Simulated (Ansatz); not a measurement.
# MnS under changes of volume

One of the cells (17.667 Å³/atom); the others are scaled copies at fixed shape and fractional positions:

```
CELL_PARAMETERS angstrom
0.00000 2.60450 2.60450
2.60450 0.00000 2.60450
2.60450 2.60450 0.00000
ATOMIC_POSITIONS crystal
Mn 0.00000 0.00000 0.00000
S 0.50000 0.50000 0.50000
```

```yaml
Program: Ansatz 0.2.0
Functional: LDA
Potentials_or_basis: all-electron LAPW, scalar-relativistic
Cutoff: 217 eV (chosen from the basis error)
Basis_error_allowed: 0.001 eV/atom
k_mesh: 9 × 9 × 9
Occupations: fermi-dirac, width 0.05 eV
Spin: collinear spin, ferromagnetic start
Starting_moments: "[4.0, 0.0] μB"
```

```csv
volume (Å³/atom),energy over the lowest point (meV/atom),pressure (GPa),moment (μB per cell)
16.607,0.00,-10.0,4.34
16.961,22.35,-10.6,4.42
17.314,?,?,?
17.667,70.92,-11.6,4.57
18.021,96.71,-12.1,4.63
18.374,123.73,-12.6,4.68
18.727,151.97,-13.1,4.72
```

Question: What does the run at 17.314 Å³/atom give?

Answer: Energy over the lowest point 46.14 meV/atom; pressure -11.1 GPa; moment 4.50 μB per cell.

Worked out: A Birch-Murnaghan fit of order 3 (a polynomial in V^(-2/3)) to the other rows has no minimum within the range. It gives 46.03 meV/atom at 17.314 Å³/atom, against the run's 46.14, and -dE/dV = -11.0 GPa, against -11.1. A parabola through the other rows of the moment, of slope 0.206 μB per Å³/atom there, gives 4.50 μB, against the run's 4.50.

Energies are extrapolated to zero smearing.

Caveats: a cell with one magnetic atom can't hold antiferromagnetic order, which such compounds often take.
